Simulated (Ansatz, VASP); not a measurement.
# Cross-check of GaSb between VASP and Ansatz

One calculation is typed for both programs; each brings its own data sets. How far apart do they land? Of the first pair: The structure shown is the start of the Ansatz relaxation below; VASP solves that cell, so the two are compared at the walk's first step.

Calculated with Ansatz 0.2.0; plane waves, with VASP 6.6.1 beside it; single point at r2SCAN.

## 1. The structure

It takes space group Imm2 (No. 44, orthorhombic). Conventional cell: a = 4.164 Å, b = 4.341 Å, c = 6.209 Å, α = 90.00°, β = 90.00°, γ = 90.00°. Ga has 4 Sb at 2.61 to 2.65 Å nearest. Nearest to Sb lie 4 Ga at 2.61 to 2.65 Å. Farther neighbours are not listed.

## 2. Ansatz: relaxation, r2SCAN

Ansatz runs on its PAW soft_1 files.

The two programs are compared at the cell with which this relaxation starts, whose forces are those of its first step.

input.yaml

```yaml
crystal:
  lattice:
    - [-0.0625396978, 3.0068504828, 3.1045515481]
    - [3.0068504828, -0.0625396978, 3.1045515481]
    - [2.944310785, 2.944310785, 0.0]
  atoms:
    - { symbol: Ga, position: [0.0021707288, 0.0021707288, -0.0021576697] }
    - { symbol: Sb, position: [0.7478292712, 0.7478292712, 0.7521576697] }
  conventional_axes: [[0, 0, 1], [1, -1, 0], [1, 1, -1]]
kpoints:
  mp_grid: { grid: [12, 12, 12], shift: [0.5, 0.5, 0.5] }
hamiltonian:
  xc: r2scan
  pseudopotentials: { kind: paw, azcp: { folder: soft_1 } }
scf:
  occupations: { method: gaussian, width: 0.02 }
output:
  forces: true
  stress: true
  eigenvalues: true
relax:
  adjacent_minimum: "off"
  f_tol: 0.001
  max_steps: 60
  cell: { stress_tol: 0.01, fix: [a, angles] }
```

Started as:

```bash
$ ansatz run input.yaml --threads 4 --pin off --max-ram 10240MiB --backend cpu --events-out ev --progress --plain --runs-dir out
```

Numbers of over 12 decimals in the logs are rounded to 6 here.

The log of the run:

```text
Engine: ansatz 0.2.0, aarch64-unknown-linux-gnu
Pseudopotentials: kind: paw
Pseudopotential: Ga, paw, valence charge 13, recommended cutoff 500 eV (meta_gga), soft_1/Ga.paw.azcp
Pseudopotential: Sb, paw, valence charge 15, recommended cutoff 500 eV (meta_gga), soft_1/Sb.paw.azcp
Functional definition: r2SCAN
  parameter k0 = 0.174
  parameter k1 = 0.065
  parameter a1 = 4.9479
  exchange = r2scan_x(k0 = k0, k1 = k1, a1 = a1)
  correlation = r2scan_c
Crystal: 2 atoms, lattice volume = 56.113 Å³
Basis set: ecut = 500 eV, 1415 PW (Γ), exchange–correlation on 128×128×128 points (64 copies of the dense FFT grid, shifted against one another)
Bands: 18, of which v1, the nominal top of the filled ones, is band 14 counted from 1 (13 counted from 0)
Symmetry: 2 space group operations
Space group: Cm (ITA 8), of the structure as read, at distance tolerance 3.8e-5 Å
k-points: 468 of 1728 (time reversal used)
Non-local potential: Ga, projectors of the file, l = 0: 2, l = 1: 2, l = 2: 3, l = 3: 1
Non-local potential: Sb, projectors of the file, l = 0: 2, l = 1: 2, l = 2: 2, l = 3: 1
PAW form: soft (Blöchl's): semilocal exchange-correlation on the pseudo side does not see the compensation charge
PAW frozen core: Ga, regenerated for the run's functional (the file was generated under x = pbe(κ = 0.804, μ = 0.219515), c = pbe(β = 0.066725))
PAW frozen core: Sb, regenerated for the run's functional (the file was generated under x = pbe(κ = 0.804, μ = 0.219515), c = pbe(β = 0.066725))
PAW one-centre angular grid: Ga, 590 points (default); XC on 160 Gauss nodes
PAW one-centre angular grid: Sb, 590 points (default); XC on 160 Gauss nodes
Initial density: superposition of atomic densities (chi_scale 0.1, normalization cell, long waves kept (reshape's long-wave potential 0.00 eV rms))
Initial wavefunctions: pseudopotential atomic-orbital guess
Functional: x = r2scan, c = r2scan; τ floored in thin density (d = 2e-4 eV/Å³)
iter 1 solved again at ethr=1.73e-3 eV; its pass at ethr=3.10e-3 eV (dr2=4.84e-1 eV) is discarded
SCF iter   1: F=—  HF=-10289.866705 eV  |F-HF|=—  |Δ(HF+E_count)|=         —  Δρ=3.70e-2  dr2=4.84e-1  dr2_τ=5.18e-3  ethr=1.73e-3  ⟨swp⟩=1.0  Hψ=58143  notcnv=0
preconditioner: auto → none  [insulator: Δε(μ)=0.452 eV  Ē_g=15.672 eV  σ=0.020 eV  W_gap=1.00  n_scr=14 (ndim 8)  ℏωp=21.0 eV  f_vac=0.005  D(μ)=0.00/eV (n_scr^D=0)  ε∞_Penn≈2.8]
SCF iter   2: F=—  HF=-10289.893534 eV  |F-HF|=—  |Δ(HF+E_count)|=   2.68e-2  Δρ=1.71e-2  dr2=8.61e-2  dr2_τ=8.95e-4  ethr=1.73e-3  ⟨swp⟩=2.6  Hψ=13101  notcnv=0
SCF iter   3: F=—  HF=-10289.921679 eV  |F-HF|=—  |Δ(HF+E_count)|=   2.81e-2  Δρ=7.34e-3  dr2=2.27e-2  dr2_τ=1.54e-4  ethr=3.08e-4  ⟨swp⟩=2.6  Hψ=15326  notcnv=0
SCF iter   4: F=—  HF=-10289.911885 eV  |F-HF|=—  |Δ(HF+E_count)|=   9.79e-3  Δρ=7.62e-4  dr2=1.55e-4  dr2_τ=6.31e-6  ethr=8.10e-5  ⟨swp⟩=3.0  Hψ=17269  notcnv=0
SCF iter   5: F=—  HF=-10289.911946 eV  |F-HF|=—  |Δ(HF+E_count)|=   6.09e-5  Δρ=3.56e-4  dr2=2.47e-5  dr2_τ=5.64e-7  ethr=5.53e-7  ⟨swp⟩=2.2  Hψ=15132  notcnv=0
SCF iter   6: F=—  HF=-10289.911956 eV  |F-HF|=—  |Δ(HF+E_count)|=   1.05e-5  Δρ=4.03e-5  dr2=5.89e-7  dr2_τ=1.36e-8  ethr=8.84e-8  ⟨swp⟩=2.0  Hψ=14964  notcnv=0
SCF iter   7: F=-10289.911956 eV  HF=-10289.911956 eV  |F-HF|=2.28e-8  |Δ(HF+E_count)|=   1.50e-7  Δρ=1.03e-5  dr2=3.15e-8  dr2_τ=7.99e-10  ethr=3.57e-10  ⟨swp⟩=7.0  Hψ=43913  notcnv=0
SCF 1 converged in 7 iterations: F = -10289.911956 eV  dr2 = 3.15e-8
  greatest PAW one-centre occupation: 0.994 electrons in one spin orbital (limit 2), on the Sb atom at site 1 (counted from 0), in its partial waves of l = 2
relax step   1: F+E_penalty+E_count = -10289.91195637 eV  Δ(F+E_penalty+E_count) = +0.000e0 eV  max|allowed force component| = 8.407e-2 eV/Å  Δτ_max = 0.0000 Å  P = +1.606 GPa  Ω = 56.113 Å³  fix = [a, alpha, beta, gamma]  reactions: a +4.376 GPa; beta +0.002 GPa/rad  (7 SCF iters, dr2 threshold 1.00e-7 eV, accepted)
[...]
relax step   2: F+E_penalty+E_count = -10289.91234414 eV  Δ(F+E_penalty+E_count) = -3.878e-4 eV  max|allowed force component| = 5.592e-2 eV/Å  Δτ_max = 0.0085 Å  P = +1.211 GPa  Ω = 56.450 Å³  energy of the carried Pulay correction = -7.020e-5 eV  fix = [a, alpha, beta, gamma]  reactions: a +3.781 GPa; beta +0.002 GPa/rad  (5 SCF iters, dr2 threshold 2.00e-7 eV, accepted)
[...]
relax step   3: F+E_penalty+E_count = -10289.91259015 eV  Δ(F+E_penalty+E_count) = -2.460e-4 eV  max|allowed force component| = 3.252e-4 eV/Å  Δτ_max = 0.0038 Å  P = +1.323 GPa  Ω = 56.355 Å³  energy of the carried Pulay correction = -5.033e-5 eV  fix = [a, alpha, beta, gamma]  reactions: a +3.973 GPa; beta +0.002 GPa/rad  (4 SCF iters, dr2 threshold 1.95e-7 eV, accepted)
[...]
relax step   4: F+E_penalty+E_count = -10289.91264113 eV  Δ(F+E_penalty+E_count) = -5.098e-5 eV  max|allowed force component| = 2.054e-4 eV/Å  Δτ_max = 0.0000 Å  P = +1.324 GPa  Ω = 56.355 Å³  fix = [a, alpha, beta, gamma]  reactions: a +3.973 GPa; beta +0.002 GPa/rad  stress off target by 4.21e-3 GPa on what of the cell is left free  SCF on the basis re-selected at this cell (its energy is not comparable with the rows above)  (7 SCF iters)
basis re-selected at this cell: Δ(F+E_penalty+E_count) = -5.098e-5 eV, ΔP = +0.001 GPa vs the last step (what re-selecting the basis moved, of the pressure what is left beyond the Pulay correction that the steps carried, after the strain that the cell walked since its last selection, with what the two solves' SCF thresholds leave and, on support functions, any second-order correction that the steps lacked; it is no m [...]
SCF converged after 7 iterations
Free energy (F): -10289.912641 eV
Harris-Foulkes:  -10289.912641 eV  (|F-HF|=1.82e-12)
Internal energy: -10289.912641 eV  (E = F + TS)
E sigma→0 (E₀):  -10289.912641 eV
Fermi energy:    8.135733 eV
--- Per-component energies (eV) ---
  E_band       = -271.380078
  E_kinetic    = 274.062372
  E_local      = -3359.259508  (includes V_loc(G=0)·N_el)
  E_nonlocal   = 299.602636
  E_hartree    = 1725.410686
  E_xc         = -147.385875
  E_vxc        = -151.860201  (∫ρ·V_xc dr)
  E_paw        = -6574.481373  (= ΣΔE_a)
  E_vpaw       = -793.388305  (= ΣTr[D̂ρ^β])
  E_aug_tail   = 0.000078  (compensation charges beyond the density's cutoff)
  E_vtau       = 8.641477  (kinetic-family band-sum trace: ∫τ·v_τ [+ j·A + Jᵃ·Aᵃ] dr)
  E_ewald      = -2507.714650
  E_core_change = -0.147008  (= ΣΔE_core)
  E_smearing   = -0.000000  (= −TS)
  E_closure    = 0.000000  (closes the sum)
  Σ components = -10289.912641   (vs F -10289.912641, Δ=0.00e0)
--- Forces (eV/Å), atoms counted from 1 ---
  atom   1  Ga     0.00000031     0.00000031     0.00020535
  atom   2  Sb    -0.00000031    -0.00000031    -0.00020551
  max |Σ_I F_I| component: 1.58e-7 eV/Å
--- Stress (GPa, compression-positive) ---
        1.988404       1.984344      -0.001508
        1.984344       1.988404      -0.001508
       -0.001508      -0.001508      -0.004213
  P = ⅓ Tr σ = 1.3242 GPa (13.242 kbar)
--- Band table (eV; the first three rows and the last of 468) ---
  k-point 0: bands = [... 10 lower, -4.1742, 7.3865, 7.7028, 7.8679, 8.7309, 10.6734, 10.9812, 11.1212]
  k-point 1: bands = [... 10 lower, -4.0638, 6.4822, 7.3585, 7.6573, 9.1219, 10.7807, 10.9744, 11.8918]
  k-point 2: bands = [... 10 lower, -3.7998, 5.0007, 7.0061, 7.4128, 9.1102, 11.1710, 11.3787, 12.8352]
  k-point 467: bands = [... 10 lower, -2.2922, 1.2649, 5.9122, 6.3922, 8.9706, 11.7062, 11.9948, 14.9914]
--- Relaxed structure (3 steps of the walk, 3 accepted, 1 SCFs on fresh bases) ---
  F+E_penalty+E_count = -10289.91264113 eV   max|allowed force component| = 2.054e-4 eV/Å   (the final SCF, on the basis selected at the relaxed cell)
  cell:  # Å, volume = 56.3546 Å³
    - [-0.063078, 3.007389, 3.116816]
    - [3.007389, -0.063078, 3.116816]
    - [2.944311, 2.944311, 0.0]
  atoms:
    - { symbol: Ga, position: [0.00292418, 0.00292418, -0.00291182] }
    - { symbol: Sb, position: [0.747076, 0.747076, 0.752912] }
```

Reading the cycles: dr2 is the Hartree energy of the density residual (eV), the measure of convergence; HF is the Harris–Foulkes estimate of the energy, which meets the free energy F at convergence.

(Continued in part 2 of 4.)

[Lines on the potential files, build, host, timing and source positions are cut from VASP's logs without a mark.]

[Logs are printed without paths, hosts, clocks, repeated set-up lines and the standing remarks that a program may print on its own settings, such as how far it seeks lower states.]

[Hosts, paths, dates, database ids (printed as entryN), source tags and the programs' standing remarks are cut or masked in the printed files.]
